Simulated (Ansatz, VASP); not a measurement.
**Two plane-wave programs on AlN**

INCAR

```
ALGO = Normal
EDIFF = 1E-6
ENCUT = 520
GGA = PE
ISIF = 2
ISMEAR = 0
LASPH = True
LCHARG = True
LELF = True
LREAL = False
LVHAR = True
LWAVE = False
NBANDS = 16
NELM = 80
PREC = Accurate
SIGMA = 0.02
```

File KPOINTS:

```
k-points
0
Gamma
  12 12 6
```

File POSCAR:

```
AlN
1.0
    3.1771615461      0.0000000000      0.0000000000
   -1.5885807730      2.7515026108      0.0000000000
    0.0000000000      0.0000000000      5.0933139724
Al N
2 2
Direct
    0.6666666667      0.3333333333      0.4993721933
    0.3333333333      0.6666666667      0.9993721933
    0.6666666667      0.3333333333      0.8806278067
    0.3333333333      0.6666666667      0.3806278067
```

Input for Ansatz:

```yaml
crystal:
  lattice:
    - [3.1771615461, 0.0, 0.0]
    - [-1.588580773, 2.7515026108, 0.0]
    - [0.0, 0.0, 5.0933139724]
  atoms:
    - { symbol: Al, position: [0.6666666667, 0.3333333333, 0.4993721933] }
    - { symbol: Al, position: [0.3333333333, 0.6666666667, 0.9993721933] }
    - { symbol: "N", position: [0.6666666667, 0.3333333333, 0.8806278067] }
    - { symbol: "N", position: [0.3333333333, 0.6666666667, 0.3806278067] }
basis:
  ecutwfc: 420
kpoints:
  mp_grid: { grid: [12, 12, 6] }
  band_path: { path: [VBM, CBM], npoints: 2 }
hamiltonian:
  xc: pbe
scf:
  occupations: { method: gaussian, width: 0.02 }
output:
  forces: true
  stress: true
  eigenvalues: true
checkpoint:
  read: start.run
  write: ck
  compress: false
  write_wavefunctions: false
  write_every: 100000
```

Alike in both runs: task single point; functional PBE; k mesh 12 × 12 × 6; occupations gaussian, width 0.02 eV; no spin polarisation.

```csv
,VASP,Ansatz
version,VASP 6.6.1,Ansatz 0.2.0
potentials or method,"VASP PAW PBE potentials, release 64 (Al, N)","scalar-relativistic, plane waves, PAW"
plane-wave cutoff (eV),520,420
valence electrons in the cell,16,16
```

|  | VASP | Ansatz | Ansatz less VASP |
| --- | --- | --- | --- |
| gap on the k mesh at the Fermi level (eV) | 3.66 | 3.66 | -0.008 |
| least direct gap on the mesh (eV) | 3.66 | 3.66 | -0.008 |
| pressure (GPa) | -8.2 | -7.9 | +0.26 |
| largest component of the traceless stress (GPa) | 0.47 | 0.44 | -0.035 |

A k mesh can miss the band edges. A hybrid or GW would open this gap; PBE tends to underestimate it.
